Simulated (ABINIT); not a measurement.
Runs of ABINIT 10.8.3 (patched build) on PtS2. The structure is trigonal, space group P-3m1 (No. 164). Conventional cell: a = 3.543 Å, b = 3.543 Å, c = 5.039 Å, α = 90.00°, β = 90.00°, γ = 120.00°. Pt (site symmetry -3m) has 6 S at 2.34 Å as nearest neighbours. S (site symmetry 3m) has 3 Pt at 2.34 Å as nearest neighbours. 

```csv
task,level,potentials or basis,k mesh,gap on the mesh (eV),pressure (GPa),largest force (eV/Å)
single point,PBEsol,JTH PAW PBE v2.0,12 × 12 × 6,(d),7.3,1.08
single point,LDA,JTH PAW LDA v2.0,7 × 7 × 4,0.68,(b),0.88
band structure,WC,JTH PAW PBE v2.0,9 × 9 × 5,0.92,(a),1.17
single point,PBE,JTH PAW PBE v2.0,7 × 7 × 4,0.79,12.4,1.37
single point,PBEsol,JTH PAW PBE v2.0,5 × 5 × 3,(c),7.3,1.11
```

Alike in all rows: no spin polarisation; cell as given; cutoff (eV) 544; smearing fermi-dirac 0.05 eV.

Q: Estimate the missing entries.

A: (a) 8.0; (b) 4.0; (c) 1.21; (d) 0.73.

Caveats: spin-orbit coupling is left out, which moves the levels of the heavy elements; the PAW data sets were made with another functional, which shifts forces and pressure a little (some runs); an odd mesh through Γ misses points on the zone boundary, where band edges often lie (some runs); forces of over 1 eV/Å show positions far from the minimum, so gaps and moduli don't describe the material at rest (some runs).

A k mesh can miss the band edges, and the runs leave out spin-orbit coupling on Pt.

Not every run made on this cell is shown here.
